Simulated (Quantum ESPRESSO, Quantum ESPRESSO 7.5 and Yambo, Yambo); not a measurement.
# PbS (Galena): G0W0 on several meshes in Yambo

Wanted: mesh dependence and cost of G0W0 for PbS (Galena).

Program: Quantum ESPRESSO 7.5 and Yambo 5.3.0. Level of theory: PBE and many-body steps on it, plane waves. Results are calculated unless marked as measured.

Report form: the programs' logs are mostly left out.

The database entry behind the starting cell differs from later determinations by our own check (about 0.1 % short), so it need not match the best structure at ambient conditions.

## (1) Set-up

It takes space group Fm-3m (No. 225, cubic). The conventional cell has a = 5.931 Å, b = 5.931 Å, c = 5.931 Å, α = 90.00°, β = 90.00°, γ = 90.00°. Nearest to Pb lie 6 S at 2.97 Å. Nearest to S lie 6 Pb at 2.97 Å. Farther neighbours and most contacts between anions are not listed.

The cell and positions come from the Crystallography Open Database and are kept as given unless a step says otherwise. Spin-orbit coupling is left out unless a step names it.

## (2) Empty states on the mesh, 2×2×2 mesh, 132 bands

This step: Quantum ESPRESSO 7.5; DFT, PBE, plane waves, norm-conserving pseudopotentials.

The sums over transitions need many empty states on a uniform mesh; this step solves for them.

Input file pw.in:

```
&control
  calculation = 'nscf'
  prefix = 'x'
  outdir = 'o'
  pseudo_dir = 'pseudo'
/
&system
  ibrav = 0
  nat = 2
  ntyp = 2
  ecutwfc = 76.0
  nbnd = 132
  force_symmorphic = .true.
/
&electrons
  conv_thr = 1e-9
  electron_maxstep = 80
  diago_full_acc = .true.
  diago_thr_init = 5e-6
/
ATOMIC_SPECIES
  Pb 207.2 Pb.upf
  S 32.06 S.upf
CELL_PARAMETERS angstrom
  0.0000000000 2.9657500000 2.9657500000
  2.9657500000 -0.0000000000 2.9657500000
  2.9657500000 2.9657500000 0.0000000000
ATOMIC_POSITIONS crystal
  Pb 0.0000000000 0.0000000000 0.0000000000
  S 0.5000000000 0.5000000000 0.5000000000
K_POINTS automatic
  2 2 2 0 0 0
```

Command:

```console
$ OMP_NUM_THREADS=1 mpirun -n 4 pw.x -nk 4 -in pw.in > pw.out
```

Wall time 5.4 s (4 MPI ranks of Arm Neoverse V1, shared host); peak memory 0.31 GiB.

This step gave:

```yaml
gap: 0.3682 eV
k_of_the_valence_top: 0, 0, -0.5
k_of_the_conduction_bottom: 0, 0, -0.5
least_direct_gap: 0.3682 eV
k_points_computed: 3
lowest_point_of_the_top_converged_band_above_the_valence_top: 88.5149 eV
```

On this mesh the gap is 0.368 eV.

The density comes from a self-consistent run that is not shown.

## (3) Conversion and set-up

This step: Yambo 5.3.0; conversion and set-up on PBE, plane waves, norm-conserving pseudopotentials.

The states are converted to the many-body program's format and the q mesh is built.

Command:

```console
$ (cd o/x.save; p2y > p2y.log; mv SAVE ../..); yambo > setup.log
```

It took 2.5 s on 1 MPI rank; peak memory 0.25 GiB.

## (4) 2×2×2

Now the one-shot GW correction: screening in the RPA, then the self-energy of the levels asked for.

This step: G0W0 on PBE, plane waves, norm-conserving pseudopotentials.

Input file gw13.in:

```
HF_and_locXC
gw0
dyson
ppa
em1d
rim_cut
RandQpts= 1000000
RandGvec= 1 RL
EXXRLvcs= 76 Ry
VXCRLvcs= 304 Ry
Chimod= "HARTREE"
% BndsRnXp
 1 | 132 |
%
NGsBlkXp= 15.5 Ry
% LongDrXp
 1 | 1 | 1 |
%
% GbndRnge
 1 | 132 |
%
DysSolver= "n"
ExtendOut
PPAPntXp= 27.21138 eV
% QPkrange
 2 | 2 | 13 | 16 |
 1 | 1 | 13 | 16 |
%
```

Command:

```console
$ OMP_NUM_THREADS=1 mpirun -n 4 yambo -F gw13.in -J gw13 -C gw13 > gw13.log
```

Wall time 18 s (4 MPI ranks); peak memory 1.3 GiB; 69 s of CPU time.

Numbers from this step:

```
G0W0 gap on the points computed              : 0.7448 eV
starting gap on the mesh                     : 0.3682 eV
k of the valence top                         : 0, 0, -0.5
k of the conduction bottom                   : 0, 0, -0.5
least direct G0W0 gap on the computed points : 0.7448 eV
Z at the valence top                         : 0.8017
Z at the conduction bottom                   : 0.8248
```

The gap on the mesh goes from 0.37 eV to 0.74 eV, a correction of +0.38 eV.

## (5) Empty states on the mesh, 6×6×6 mesh, 132 bands

This step: Quantum ESPRESSO 7.5; DFT, PBE, plane waves, norm-conserving pseudopotentials.

Changes to pw.in since step 2:

```diff
@@ -31,2 +31,2 @@
 K_POINTS automatic
-  2 2 2 0 0 0
+  6 6 6 0 0 0
```

Command:

```console
$ OMP_NUM_THREADS=1 mpirun -n 4 pw.x -nk 4 -in pw.in > pw.out
```

It took 20 s on 4 MPI ranks; peak memory 0.36 GiB.

Numbers from this step:

```yaml
gap: 0.3682 eV
k_of_the_valence_top: 0, 0, -0.5
k_of_the_conduction_bottom: 0, 0, -0.5
least_direct_gap: 0.3682 eV
k_points_computed: 16
lowest_point_of_the_top_converged_band_above_the_valence_top: 87.2636 eV
```

On this mesh the gap is 0.368 eV.

## (6) Conversion and set-up

This step: Yambo 5.3.0; conversion and set-up on PBE, plane waves, norm-conserving pseudopotentials.

Command:

```console
$ (cd o/x.save; p2y > p2y.log; mv SAVE ../..); yambo > setup.log
```

Run time: 3 s. Hardware: 1 MPI rank; peak memory 0.25 GiB.

## (7) 6×6×6

This step: G0W0 on PBE, plane waves, norm-conserving pseudopotentials.

gw14.in, as its differences from gw13.in of step 4:

```diff
@@ -25,3 +25,3 @@
 % QPkrange
- 2 | 2 | 13 | 16 |
+ 4 | 4 | 13 | 16 |
  1 | 1 | 13 | 16 |
```

Command:

```console
$ OMP_NUM_THREADS=1 mpirun -n 4 yambo -F gw14.in -J gw14 -C gw14 > gw14.log
```

The job ended after 16 min (4 MPI ranks; peak memory 2.1 GiB).

This step gave:

| Item | Value |
| --- | --- |
| G0W0 gap on the points computed | 0.6560 eV |
| starting gap on the mesh | 0.3682 eV |
| k of the valence top | 0, 0, -0.5 |
| k of the conduction bottom | 0, 0, -0.5 |
| least direct G0W0 gap on the computed points | 0.6560 eV |
| Z at the valence top | 0.7863 |
| Z at the conduction bottom | 0.8098 |

Against G0W0 in Yambo (2×2×2 mesh, 132 bands, screening to 210.9 eV, Godby-Needs plasmon pole), the gap moves by −0.089 eV.

## (8) Side by side

Times are wall times on 4 MPI ranks of Arm Neoverse V1, shared host, good to a factor of about two.

| run | mesh | bands | screening cutoff (eV) | DFT gap (eV) | gap on the mesh (eV) | direct (eV) | time |
| --- | --- | --- | --- | --- | --- | --- | --- |
| 2×2×2 | 2×2×2 | 132 | 210.9 | 0.368 | 0.745 | 0.745 | 18 s |
| 6×6×6 | 6×6×6 | 132 | 210.9 | 0.368 | 0.656 | 0.656 | 16 min |

## (9) Outcome

```
2×2×2        : 0.745 eV
6×6×6        : 0.656 eV
known limits : not at the basis limit; model gap, bands may invert with spin-orbit coupling; no spin-orbit coupling; coarse k mesh
```

**Reading.** 6×6×6: −0.089 eV against 2×2×2. Bands and cutoff are finite, so the gap is not at the basis limit. The miss can reach some tenths of an eV and take either sign; the mesh is an error of its own. In the G0W0 runs levels were corrected at 2 k points alone, so a gap called «on the mesh» is the least over those, and an edge elsewhere would be missed. The 2×2×2 mesh is coarse for this cell, which bears on the long-range parts of exchange and screening. Where an edge is built on 6p states of lead, bismuth or thallium, scalar-relativistic gaps usually stand too wide, by a few tenths to over one eV. With atoms this heavy and so narrow a gap, spin-orbit coupling can invert the bands. These scalar-relativistic gaps are then model values, not to be set against experiment, and a spin-orbit change taken from DFT can't simply be added.

[Paths, hosts, dates, memory and timing lines, banners, echoed tables and standing remarks are left out of the program output.]

[Logs are printed without paths, hosts, clocks, repeated set-up lines and the standing remarks that a program may print on its own settings, such as how far it seeks lower states.]

[Runs of the session that timed out or met a known fault of the program may be left out.]

[Hosts, paths, dates, database ids (printed as entryN), source tags and the programs' standing remarks are cut or masked in the printed files.]
